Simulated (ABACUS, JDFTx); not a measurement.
This is a calculation of HgTe (Coloradoite) for ABACUS 3.10.1. 

Contents of INPUT:

```
INPUT_PARAMETERS
suffix              HgTe
calculation         scf
basis_type          pw
pseudo_dir          ./
symmetry            1
dft_functional      pz
ecutwfc             83
pseudo_rcut         7
nspin               1
nbands              22
ks_solver           dav
smearing_method     fd
smearing_sigma      0.00367493
scf_thr             1e-08
scf_nmax            100
mixing_type         broyden
mixing_beta         0.7
cal_force           1
cal_stress          1
kpar                4
```

Contents of STRU:

```
ATOMIC_SPECIES
Hg 200.5920 Hg_ONCV_PBE-1.2.upf
Te 127.6000 Te_ONCV_PBE-1.2.upf

LATTICE_CONSTANT
1.8897261246

LATTICE_VECTORS
0.0000000000 3.2145000000 3.2145000000
3.2145000000 0.0000000000 3.2145000000
3.2145000000 3.2145000000 0.0000000000

ATOMIC_POSITIONS
Direct

Hg
0.0
1
0.0000000000 0.0000000000 0.0000000000 1 1 1

Te
0.0
1
0.7500000000 0.7500000000 0.7500000000 1 1 1
```

KPT

```
K_POINTS
0
Gamma
7 7 7 0 0 0
```

Potentials or basis: SG15 ONCV 1.2 PBE, plane waves.

Run with:

```sh
$ OMP_NUM_THREADS=1 mpirun -np 4 abacus > log
```

Q: Translate it to JDFTx 1.7.0 (patched build). Potentials or basis there: PseudoDojo-SR-LDA-0.4.1-standard with smoothed tails, cutoff 1088 eV.

A: As run (cutoffs and basis follow the program's own potentials, and thresholds, step limits or extra output files can differ):

The input HgTe.in:

```
lattice \
    0.0000000000     3.2145000000     3.2145000000 \
    3.2145000000     0.0000000000     3.2145000000 \
    3.2145000000     3.2145000000     0.0000000000
latt-scale 1.889726124626 1.889726124626 1.889726124626
coords-type Lattice
ion Hg     0.0000000000     0.0000000000     0.0000000000 1
ion Te     0.7500000000     0.7500000000     0.7500000000 1

ion-species pseudo/Hg.upf
ion-species pseudo/Te.upf
elec-cutoff 40 320
elec-ex-corr lda-PW
kpoint-folding 7 7 7
elec-smearing Fermi 0.0018374661
elec-n-bands 25
electronic-SCF nIterations 100 energyDiffThreshold 1e-09
electronic-minimize nIterations 30 energyDiffThreshold 1e-7
converge-empty-states yes
forces-output-coords Cartesian

dump-name run.$VAR
dump End Ecomponents EigStats BandEigs Kpoints Forces Stress ElecDensity
```

Potentials or basis: PseudoDojo-SR-LDA-0.4.1-standard with smoothed tails.

Run with:

```console
$ jdftx -c 1 -i HgTe.in -o HgTe.out
```

Both were run:

|  | ABACUS | JDFTx |
| --- | --- | --- |
| Pressure | 0.0 GPa | 0.2 GPa |

ABACUS's potentials were made for PBE.

The two programs' LDA may be different fits to the electron gas.

Pressure is positive in compression.
